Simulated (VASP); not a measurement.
# C (Fd-3m) in VASP: settings compared

One crystal, C, is run at these levels: LDA, PBE; tasks: band structure.

Everything below comes from runs of VASP 6.6.1. Logs are shortened: lines on timing, memory, paths and dates and some standing lists are left out, and cuts for length are marked.

## (1) Starting point

Symmetry: Fd-3m, No. 227, cubic system. The conventional cell has a = 3.534 Å, b = 3.534 Å, c = 3.534 Å, α = 90.00°, β = 90.00°, γ = 90.00°. C (site symmetry -43m) is surrounded by 4 C at 1.53 Å.

This isn't the form of C at room conditions, which is graphite.

## (2) Band structure, LDA

The input, INCAR:

```
PREC = Accurate
ENCUT = 520
EDIFF = 1E-7
ISMEAR = 0
SIGMA = 0.03
LREAL = F
LASPH = T
NELM = 80
ALGO = Normal
ISIF = 2
LWAVE = F
LCHARG = F
NBANDS = 11
ICORELEVEL = 1
```

The input, KPOINTS:

```
regular mesh
0
Gamma
  14 14 14
```

The input, POSCAR:

```
C                                       
1.0
    0.0000000000      1.7669621626      1.7669621626
    1.7669621626      0.0000000000      1.7669621626
    1.7669621626      1.7669621626      0.0000000000
  C             
     2
Direct
     0.0000000000000000    0.0000000000000000    0.0000000000000000
     0.2500000000000000    0.2500000000000000    0.2500000000000000
```

The input, KPOINTS_OPT:

```
explicit points
109
Reciprocal
 0.0000000000  0.0000000000  0.0000000000 1
 0.0555555556  0.0000000000  0.0555555556 1
 0.1111111111  0.0000000000  0.1111111111 1
 0.1666666667  0.0000000000  0.1666666667 1
 0.2222222222  0.0000000000  0.2222222222 1
 0.2777777778  0.0000000000  0.2777777778 1
 0.3333333333  0.0000000000  0.3333333333 1
 0.3888888889  0.0000000000  0.3888888889 1
 0.4444444444  0.0000000000  0.4444444444 1
 0.5000000000  0.0000000000  0.5000000000 1
 0.5000000000  0.0000000000  0.5000000000 1
 0.5000000000  0.0277777778  0.5277777778 1
 0.5000000000  0.0555555556  0.5555555556 1
 0.5000000000  0.0833333333  0.5833333333 1
 0.5000000000  0.1111111111  0.6111111111 1
 0.5000000000  0.1388888889  0.6388888889 1
 0.5000000000  0.1666666667  0.6666666667 1
 0.5000000000  0.1944444444  0.6944444444 1
 0.5000000000  0.2222222222  0.7222222222 1
 0.5000000000  0.2500000000  0.7500000000 1
 0.5000000000  0.2500000000  0.7500000000 1
 0.4861111111  0.2638888889  0.7500000000 1
 0.4722222222  0.2777777778  0.7500000000 1
 0.4583333333  0.2916666667  0.7500000000 1
 0.4444444444  0.3055555556  0.7500000000 1
 0.4305555556  0.3194444444  0.7500000000 1
 0.4166666667  0.3333333333  0.7500000000 1
 0.4027777778  0.3472222222  0.7500000000 1
 0.3888888889  0.3611111111  0.7500000000 1
 0.3750000000  0.3750000000  0.7500000000 1
 0.3750000000  0.3750000000  0.7500000000 1
 0.3333333333  0.3333333333  0.6666666667 1
 0.2916666667  0.2916666667  0.5833333333 1
 0.2500000000  0.2500000000  0.5000000000 1
 0.2083333333  0.2083333333  0.4166666667 1
 0.1666666667  0.1666666667  0.3333333333 1
 0.1250000000  0.1250000000  0.2500000000 1
 0.0833333333  0.0833333333  0.1666666667 1
 0.0416666667  0.0416666667  0.0833333333 1
 0.0000000000  0.0000000000  0.0000000000 1
 0.0000000000  0.0000000000  0.0000000000 1
 0.0555555556  0.0555555556  0.0555555556 1
 0.1111111111  0.1111111111  0.1111111111 1
 0.1666666667  0.1666666667  0.1666666667 1
 0.2222222222  0.2222222222  0.2222222222 1
 0.2777777778  0.2777777778  0.2777777778 1
 0.3333333333  0.3333333333  0.3333333333 1
 0.3888888889  0.3888888889  0.3888888889 1
 0.4444444444  0.4444444444  0.4444444444 1
 0.5000000000  0.5000000000  0.5000000000 1
 0.5000000000  0.5000000000  0.5000000000 1
 0.5138888889  0.4722222222  0.5138888889 1
 0.5277777778  0.4444444444  0.5277777778 1
 0.5416666667  0.4166666667  0.5416666667 1
 0.5555555556  0.3888888889  0.5555555556 1
 0.5694444444  0.3611111111  0.5694444444 1
 0.5833333333  0.3333333333  0.5833333333 1
 0.5972222222  0.3055555556  0.5972222222 1
 0.6111111111  0.2777777778  0.6111111111 1
 0.6250000000  0.2500000000  0.6250000000 1
 0.6250000000  0.2500000000  0.6250000000 1
 0.6111111111  0.2500000000  0.6388888889 1
 0.5972222222  0.2500000000  0.6527777778 1
 0.5833333333  0.2500000000  0.6666666667 1
 0.5694444444  0.2500000000  0.6805555556 1
 0.5555555556  0.2500000000  0.6944444444 1
 0.5416666667  0.2500000000  0.7083333333 1
 0.5277777778  0.2500000000  0.7222222222 1
 0.5138888889  0.2500000000  0.7361111111 1
 0.5000000000  0.2500000000  0.7500000000 1
 0.5000000000  0.2500000000  0.7500000000 1
 0.5000000000  0.2777777778  0.7222222222 1
 0.5000000000  0.3055555556  0.6944444444 1
 0.5000000000  0.3333333333  0.6666666667 1
 0.5000000000  0.3611111111  0.6388888889 1
 0.5000000000  0.3888888889  0.6111111111 1
 0.5000000000  0.4166666667  0.5833333333 1
 0.5000000000  0.4444444444  0.5555555556 1
 0.5000000000  0.4722222222  0.5277777778 1
 0.5000000000  0.5000000000  0.5000000000 1
 0.5000000000  0.5000000000  0.5000000000 1
 0.4861111111  0.4861111111  0.5277777778 1
 0.4722222222  0.4722222222  0.5555555556 1
 0.4583333333  0.4583333333  0.5833333333 1
 0.4444444444  0.4444444444  0.6111111111 1
 0.4305555556  0.4305555556  0.6388888889 1
 0.4166666667  0.4166666667  0.6666666667 1
 0.4027777778  0.4027777778  0.6944444444 1
 0.3888888889  0.3888888889  0.7222222222 1
 0.3750000000  0.3750000000  0.7500000000 1
 0.6250000000  0.2500000000  0.6250000000 1
 0.6111111111  0.2222222222  0.6111111111 1
 0.5972222222  0.1944444444  0.5972222222 1
 0.5833333333  0.1666666667  0.5833333333 1
 0.5694444444  0.1388888889  0.5694444444 1
 0.5555555556  0.1111111111  0.5555555556 1
 0.5416666667  0.0833333333  0.5416666667 1
 0.5277777778  0.0555555556  0.5277777778 1
 0.5138888889  0.0277777778  0.5138888889 1
 0.5000000000  0.0000000000  0.5000000000 1
 0.0000000000  0.0000000000  0.0000000000 1
 0.3750000000  0.3750000000  0.7500000000 1
 0.5000000000  0.5000000000  0.5000000000 1
 0.6250000000  0.2500000000  0.6250000000 1
 0.5000000000  0.2500000000  0.7500000000 1
 0.5000000000  0.0000000000  0.5000000000 1
 0.4000000000  0.0000000000  0.4000000000 1
 0.4250000000  0.0000000000  0.4250000000 1
 0.4500000000  0.0000000000  0.4500000000 1
```

Potentials or basis: VASP PAW LDA potentials, release 64 (C).

On the command line:

```sh
$ cat potpaw_LDA.64/C/POTCAR > POTCAR
$ mpirun -np 1 vasp_std > vasp.out
```

OUTCAR:

```text
PREC = Accurate
   ENCUT = 520
   EDIFF = 1E-7
   ISMEAR = 0
   LREAL = F
   LASPH = T
   NELM = 80
   ISIF = 2

 ion  position               nearest neighbor table
   1  0.000  0.000  0.000-   2 1.53   2 1.53   2 1.53   2 1.53
   2  0.250  0.250  0.250-   1 1.53   1 1.53   1 1.53   1 1.53

  LATTYP: Found a face centered cubic cell.
 ALAT       =     3.5339243252

  Lattice vectors:

 A1 = (   0.0000000000,   1.7669621626,   1.7669621626)
 A2 = (   1.7669621626,   0.0000000000,   1.7669621626)
 A3 = (   1.7669621626,   1.7669621626,   0.0000000000)

Analysis of symmetry for initial positions (statically):
=====================================================================
 Subroutine PRICEL returns:
 Original cell was already a primitive cell.

 Routine SETGRP: Setting up the symmetry group for a
 face centered cubic supercell.

 Subroutine GETGRP returns: Found 48 space group operations
 (whereof 24 operations were pure point group operations)
 out of a pool of 48 trial point group operations.

The static configuration has the point symmetry T_d .
 The point group associated with its full space group is O_h .

Analysis of symmetry for dynamics (positions and initial velocities):
=====================================================================
 Subroutine PRICEL returns:
 Original cell was already a primitive cell.

 Routine SETGRP: Setting up the symmetry group for a
 face centered cubic supercell.

 Subroutine GETGRP returns: Found 48 space group operations
 (whereof 24 operations were pure point group operations)
 out of a pool of 48 trial point group operations.

The dynamic configuration has the point symmetry T_d .
 The point group associated with its full space group is O_h .

 Subroutine INISYM returns: Found 48 space group operations
 (whereof 24 operations are pure point group operations),
 and found     1 'primitive' translations

----------------------------------------------------------------------------------------

                                     Primitive cell

  volume of cell :      11.0335

  direct lattice vectors                    reciprocal lattice vectors
     0.000000000  1.766962163  1.766962163    -0.282971538  0.282971538  0.282971538
     1.766962163  0.000000000  1.766962163     0.282971538 -0.282971538  0.282971538
     1.766962163  1.766962163  0.000000000     0.282971538  0.282971538 -0.282971538

  length of vectors
     2.498861855  2.498861855  2.498861855     0.490121080  0.490121080  0.490121080

  position of ions in fractional coordinates (direct lattice)
     0.000000000  0.000000000  0.000000000
     0.250000000  0.250000000  0.250000000

  ion indices of the primitive-cell ions
   primitive index   ion index
                 1           1
                 2           2

----------------------------------------------------------------------------------------

 KPOINTS: regular mesh

Automatic generation of k-mesh.
 Grid dimensions read from file:
 generate k-points for:   14   14   14

 Generating k-lattice:

[... 21 lines left out ...]
  0.214286  0.000000  0.000000      8.000000
  0.285714  0.000000  0.000000      8.000000
  0.357143  0.000000  0.000000      8.000000
[... 16 lines left out ...]
  0.214286  0.142857  0.000000     24.000000
  0.285714  0.142857  0.000000     24.000000
 [... further k-points ...]
   k-points           NKPTS =    104   k-points in BZ     NKDIM =    104   number of bands    NBANDS=     11
   number of dos      NEDOS =    301   number of ions     NIONS =      2
   total plane-waves  NPLWV =   8000
   dimension x,y,z NGX =    20 NGY =   20 NGZ =   20
   dimension x,y,z NGXF=    40 NGYF=   40 NGZF=   40
   ions per type =               2
   NGX,Y,Z   is equivalent  to a cutoff of  13.31, 13.31, 13.31 a.u.
   NGXF,Y,Z  is equivalent  to a cutoff of  26.61, 26.61, 26.61 a.u.
 SYSTEM =  unknown system
   PREC   = accura    normal or accurate (medium, high low for compatibility)
   ISTART =      0    job   : 0-new  1-cont  2-samecut
   ICHARG =      2    charge: 1-file 2-atom 10-const
   ISPIN  =      1    spin polarized calculation?
   LNONCOLLINEAR =      F non collinear calculations
   LSORBIT =      F    spin-orbit coupling
   LASPH  =      T    aspherical Exc in radial PAW
   ENCUT  =  520.0 eV  38.22 Ry    6.18 a.u.   4.65  4.65  4.65*2*pi/ulx,y,z
   NELM   =     80;   NELMIN=  2; NELMDL= -5     # of ELM steps
   EDIFF  = 0.1E-06   stopping-criterion for ELM
   LREAL  =      F    real-space projection
   EDIFFG = 0.1E-05   stopping-criterion for IOM
   NSW    =      0    number of steps for IOM
   IBRION =     -1    ionic relax: 0-MD 1-quasi-New 2-CG
   NFREE  =      0    steps in history (QN), initial steepest desc. (CG)
   ISIF   =      2    stress and relaxation
   ISYM   =      2    0-nonsym 1-usesym 2-fastsym
   POTIM  = 0.5000    time-step for ionic-motion
   TEBEG  =    0.0;   TEEND  =   0.0 temperature during run
   PSTRESS=    0.0 pullay stress
   NELECT =       8.0000    total number of electrons
   NUPDOWN=      -1.0000    fix difference up-down
   EMIN   =  10.00;   EMAX   =-10.00  energy-range for DOS
   EFERMI =   0.00;   METHOD = LEGACY
   ISMEAR =     0;   SIGMA  =   0.03  broadening in eV -4-tet -1-fermi 0-gaus
   EFERMI_NEDOS =   21; number of points for ismear=-14 and -15
   IALGO  =     38    algorithm
   IMIX   =      4    mixing-type and parameters
     AMIX     =   0.40;   BMIX     =  1.00
     AMIX_MAG =   1.60;   BMIX_MAG =  1.00
  volume/ion in A,a.u.               =       5.52        37.23
  Fermi-wavevector in a.u.,A,eV,Ry     =   1.470734  2.779285 29.430213  2.163060
  Thomas-Fermi vector in A             =   2.585955
   LORBIT       =      0    0 simple, 1 ext, 2 COOP (PROOUT), +10 PAW based schemes
   GGA     = CA    functional components
   LHFCALC =     F    Hartree Fock is set to
   AEXX    =    0.0000 exact exchange contribution
   IVDW    =     0    specifies the selected vdW correction
   LEPSILON=     F    determine dielectric tensor
   LRPA    =     F    only Hartree local field effects (RPA)
 non-spin polarized calculation
 Gauss-broadening in eV      SIGMA  =   0.03
  energy-cutoff  :      520.00
  volume of cell :       11.03
 maximum number of plane-waves:       307
   NGX =  9   NGY =  9   NGZ =  9

 number of electron       7.9999998 magnetization

 Free energy of the ion-electron system (eV)
  ---------------------------------------------------
  ext. energy  EPLUGINS =         0.00000000
  ---------------------------------------------------
  free energy    TOTEN  =       -20.24541444 eV

  energy without entropy =      -20.24541444  energy(sigma->0) =      -20.24541444

 the core state eigenenergies are
   1-  1s   -252.5125
   2-  1s   -252.5125

 E-fermi :  10.3188     XC(G=0): -13.6342

 val. band max:       10.1337316453   @ k =   0.0000   0.0000   0.0000
 cond. band min:      14.2993061458   @ k =   0.3571   0.3571   0.0000
 fundamental gap:      4.1655745006
 Fermi energy:        10.3187669915

 k-point     1 :       0.0000    0.0000    0.0000
  band No.  band energies     occupation
      1     -11.5580      2.00000
      2      10.1337      2.00000
      3      10.1337      2.00000
      4      10.1337      2.00000
      5      15.7544      0.00000
      6      15.7544      0.00000
      7      15.7544      0.00000
      8      24.3291      0.00000
      9      29.5048      0.00000
     10      37.0756      0.00000
     11      37.0756      0.00000
[... 267 lines left out ...]
 k-point    21 :      -0.0714    0.0714    0.0000
  band No.  band energies     occupation
      1     -11.1747      2.00000
      2       8.3603      2.00000
      3       8.7444      2.00000
      4       9.8935      2.00000
      5      16.1435      0.00000
      6      16.8199      0.00000
      7      17.1574      0.00000

------------------------ aborting loop because EDIFF is reached ----------------------------------------

  FORCE on cell =-STRESS in cart. coord.  units (eV):
  Direction    XX          YY          ZZ          XY          YZ          ZX
  --------------------------------------------------------------------------------------
  -------------------------------------------------------------------------------------
  Total        0.0514602      0.0514602      0.0514602     -0.0000000      0.0000000      0.0000000
  in kB        7.4725804      7.4725804      7.4725804     -0.0000000      0.0000000      0.0000000
  external PRESSURE =       7.4725804 kB  Pullay stress =       0.0000000 kB

 VOLUME and BASIS-vectors are now :
 -----------------------------------------------------------------------------
  energy-cutoff  :      520.00
  volume of cell :       11.03
      direct lattice vectors                 reciprocal lattice vectors
     0.000000000  1.766962163  1.766962163    -0.282971538  0.282971538  0.282971538
     1.766962163  0.000000000  1.766962163     0.282971538 -0.282971538  0.282971538
     1.766962163  1.766962163  0.000000000     0.282971538  0.282971538 -0.282971538

 POSITION                                       TOTAL-FORCE (eV/Angst)
 -----------------------------------------------------------------------------------
      0.00000      0.00000      0.00000         0.000000      0.000000      0.000000
      0.88348      0.88348      0.88348        -0.000000     -0.000000     -0.000000
 -----------------------------------------------------------------------------------
    total drift:                                0.000000      0.000000      0.000000

  FREE ENERGIE OF THE ION-ELECTRON SYSTEM (eV)
  ---------------------------------------------------
  free  energy   TOTEN  =       -20.2454144386 eV

  energy  without entropy=      -20.2454144386  energy(sigma->0) =      -20.24541444
```

Wall time 21 s (1 thread of Intel Xeon Platinum 8259CL at 2.50GHz (Skylake/Cascade Lake), shared host); peak memory 0.13 GiB.

What came out:

| Item | Value |
| --- | --- |
| Free energy | -20.2454 eV |
| Pressure | 0.7 GPa |
| Band gap on the k mesh | 4.17 eV, indirect (least direct gap 5.62 eV) |
| Band gap along the path | 4.18 eV, indirect (least direct gap 5.62 eV) |

Levels at the corners of the path, in eV from the valence-band top:
```tsv
point	band 2	band 3	band 4	band 5	band 6	band 7
Γ	0.00	0.00	0.00	5.62	5.62	5.62
X	-12.81	-6.46	-6.46	4.77	4.77	17.05
X	-12.81	-6.46	-6.46	4.77	4.77	17.05
W	-11.92	-8.60	-8.60	10.57	10.57	12.70
W	-11.92	-8.60	-8.60	10.57	10.57	12.70
K	-11.77	-9.63	-5.50	5.69	10.86	14.56
K	-11.77	-9.63	-5.50	5.69	10.86	14.56
Γ	0.00	0.00	0.00	5.62	5.62	5.62
Γ	0.00	0.00	0.00	5.62	5.62	5.62
L	-13.67	-2.86	-2.86	8.50	8.50	9.39
L	-13.67	-2.86	-2.86	8.50	8.50	9.39
U	-11.77	-9.63	-5.50	5.69	10.86	14.56
U	-11.77	-9.63	-5.50	5.69	10.86	14.56
W	-11.92	-8.60	-8.60	10.57	10.57	12.70
W	-11.92	-8.60	-8.60	10.57	10.57	12.70
L	-13.67	-2.86	-2.86	8.50	8.50	9.39
L	-13.67	-2.86	-2.86	8.50	8.50	9.39
K	-11.77	-9.63	-5.50	5.69	10.86	14.56
U	-11.77	-9.63	-5.50	5.69	10.86	14.56
X	-12.81	-6.46	-6.46	4.77	4.77	17.05
```

Core levels (eV, on the scale of the bands):
| atom | levels |
| --- | --- |
| 1 C | 1s -252.5 |
| 2 C | 1s -252.5 |

(Continued in part 2 of 2.)
